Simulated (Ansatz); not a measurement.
Ansatz input file:

```yaml
crystal:
  lattice:
    - [3.415172715, 0.0, 0.0]
    - [-1.7075863575, 2.9576263295, 0.0]
    - [0.0, 0.0, 11.1539328928]
  atoms:
    - { symbol: Na, position: [0.0, 0.0, 0.0] }
    - { symbol: H, position: [0.6666666667, 0.3333333333, 0.125] }
    - { symbol: Na, position: [0.3333333333, 0.6666666667, 0.25] }
    - { symbol: H, position: [0.6666666667, 0.3333333333, 0.375] }
    - { symbol: Na, position: [0.0, 0.0, 0.5] }
    - { symbol: H, position: [0.3333333333, 0.6666666667, 0.625] }
    - { symbol: Na, position: [0.6666666667, 0.3333333333, 0.75] }
    - { symbol: H, position: [0.3333333333, 0.6666666667, 0.875] }
basis:
  ecutwfc: 420
kpoints:
  mp_grid: { grid: [9, 9, 3] }
hamiltonian:
  xc: pbe
scf:
  occupations: { method: gaussian, width: 0.02 }
output:
  forces: true
  stress: true
  eigenvalues: true
  populations: true
  write_density: true
  write_potential: true
  elf: true
  volumetric_format: npy
relax:
  adjacent_minimum: "off"
  f_tol: 0.01
  max_steps: 45
  cell: { stress_tol: 0.05 }
```

Run as
```bash
ansatz run input.yaml --threads 1 --pin off --max-ram 2560MiB --backend cpu --events-out ev --progress --plain --runs-dir out
```

Computed with Ansatz, DFT PBE, scalar-relativistic, plane waves, PAW.

From the run's log, abridged (final results; tables in files aren't shown):

```
SCF 5 converged in 6 iterations: F = -6010.503114 eV  dr2 = 7.30e-11
SCF converged after 6 iterations
Free energy (F): -6010.503114 eV
Harris-Foulkes:  -6010.503114 eV  (|F-HF|=6.64e-11)
Internal energy: -6010.503114 eV  (E = F + TS)
E sigma→0 (E₀):  -6010.503114 eV
Fermi energy:    2.719314 eV
--- Per-component energies (eV) ---
  E_band       = -910.541855
  E_kinetic    = 536.706606
  E_local      = -5324.839311  (includes V_loc(G=0)·N_el)
  E_nonlocal   = 466.122509
  E_hartree    = 1910.248455
  E_xc         = -192.730729
  E_vxc        = -247.889431  (∫ρ·V_xc dr)
  E_paw        = -1054.240989  (= ΣΔE_a)
  E_vpaw       = -161.134987  (= ΣTr[D̂ρ^β])
  E_aug_tail   = -0.004073  (compensation charges beyond the density's cutoff)
  E_ewald      = -2351.765583
  E_smearing   =  0.000000  (= −TS)
--- Forces (eV/Å), atoms counted from 1 ---
  atom   1  Na     0.00000000     0.00000000     0.00000000
  atom   2  H      0.00000000     0.00000000     0.00104133
  atom   3  Na     0.00000000     0.00000000     0.00000000
  atom   4  H      0.00000000     0.00000000    -0.00104133
  atom   5  Na     0.00000000     0.00000000     0.00000000
  atom   6  H      0.00000000     0.00000000     0.00104133
  atom   7  Na     0.00000000     0.00000000     0.00000000
  atom   8  H      0.00000000     0.00000000    -0.00104133
--- Stress (GPa, compression-positive) ---
        0.012250       0.000000       0.000000
        0.000000       0.012250       0.000000
        0.000000       0.000000       0.029562
  P = ⅓ Tr σ = 0.0180 GPa (0.180 kbar)
--- Band table (eV; the first three rows and the last of 24) ---
  k-point 0: bands = ["-49.6394", "-49.6394", "-49.2695", "-49.2695", "-21.5508", "-21.5461", "-21.5334", "-21.5334", "-21.5334", "-21.5334", "-21.1985", "-21.1933", "-21.1553", "-21.1553", "-21.1552", "-21.1552", "-2.7793", "-1.8143", "-1.7917", "-0.1607", "4.3161", "7.3867", "7.9741", "10.6998", "12.0747", "12.3145", "13.0079", "14.4727"]
  k-point 1: bands = ["-49.6394", "-49.6394", "-49.2695", "-49.2695", "-21.5496", "-21.5473", "-21.5334", "-21.5334", "-21.5334", "-21.5334", "-21.1972", "-21.1946", "-21.1553", "-21.1553", "-21.1553", "-21.1553", "-2.6658", "-2.3322", "-1.1358", "-0.4758", "4.8280", "6.0634", "9.3033", "10.3694", "12.2957", "12.4060", "13.0117", "13.8979"]
  k-point 2: bands = ["-49.6388", "-49.6388", "-49.2689", "-49.2689", "-21.5487", "-21.5448", "-21.5425", "-21.5424", "-21.5355", "-21.5354", "-21.1967", "-21.1922", "-21.1644", "-21.1643", "-21.1574", "-21.1573", "-2.5883", "-1.6378", "-1.6219", "-0.0363", "4.5341", "7.3931", "8.0898", "9.8997", "10.8812", "11.1234", "12.1941", "13.7276"]
  k-point 23: bands = ["-49.6337", "-49.6337", "-49.2638", "-49.2638", "-21.5871", "-21.5871", "-21.5853", "-21.5848", "-21.5320", "-21.5320", "-21.2088", "-21.2088", "-21.2080", "-21.2080", "-21.1826", "-21.1820", "0.3024", "0.3024", "1.0603", "1.0603", "5.4907", "5.7636", "6.3083", "6.3083", "7.0695", "7.0695", "7.6122", "8.3837"]
--- Relaxed structure (4 steps of the walk, 3 accepted, 1 SCFs on fresh bases) ---
  F+E_penalty+E_count = -6010.50311387 eV   max|allowed force component| = 1.041e-3 eV/Å   (the final SCF, on the basis selected at the relaxed cell)
  cell:  # Å, volume = 113.6027 Å³
    - [3.37859508, 0.0, 0.0]
    - [-1.68929754, 2.92594917, 0.0]
    - [0.0, 0.0, 11.49173846]
  atoms:
    - { symbol: Na, position: [0.0, 0.0, 0.0] }
    - { symbol: H, position: [0.66666666, 0.33333333, 0.12158540] }
    - { symbol: Na, position: [0.33333333, 0.66666666, 0.25] }
    - { symbol: H, position: [0.66666666, 0.33333333, 0.37841459] }
    - { symbol: Na, position: [0.0, 0.0, 0.5] }
    - { symbol: H, position: [0.33333333, 0.66666666, 0.62158540] }
    - { symbol: Na, position: [0.66666666, 0.33333333, 0.75000000] }
    - { symbol: H, position: [0.33333333, 0.66666666, 0.87841459] }
--- Löwdin populations: 8 sites ---
  site symbol q [e]
     0     Na      8.4133
     1      H      1.5711
     2     Na      8.3957
     3      H      1.5711
     4     Na      8.4133
     5      H      1.5711
     6     Na      8.3957
     7      H      1.5711
  spilling = 0.002440 (of n_electrons = 40.000000)
```

The relaxation met its thresholds.

The run took 18 s on 1 thread of Arm Neoverse V1, on a shared host, peak memory 0.37 GiB.